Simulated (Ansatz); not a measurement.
LiI (rock salt, space group No. 225), a = b = c = 5.804 Å, α = β = γ = 90.00°; the cell used has 2 atoms.

Relaxed with LDA.

**Question.** Give the optical modes at the zone centre with their infrared and Raman activity from DFPT, the program Ansatz at the LDA level (PAW).

**Answer.** Transverse frequencies, without the LO–TO term; a row sums one degenerate level.

```csv
ω (cm⁻¹),degeneracy,IR ((D/Å)²/amu),Raman (Å⁴/amu),activity,symmetry
170,3,17.42,0,IR,T1u
```

**Question.** How high does the top mode go among those that the LO–TO term moves?

**Answer.** 292 cm⁻¹ for q along x.

Space group Fm-3m (rock salt). Symmetry was held in the LDA relaxation; phonons on a q-mesh show no instability. Scalar-relativistic: spin–orbit coupling is off unless named, which matters more the heavier the elements.

Potentials: the later of the program's two PAW sets.
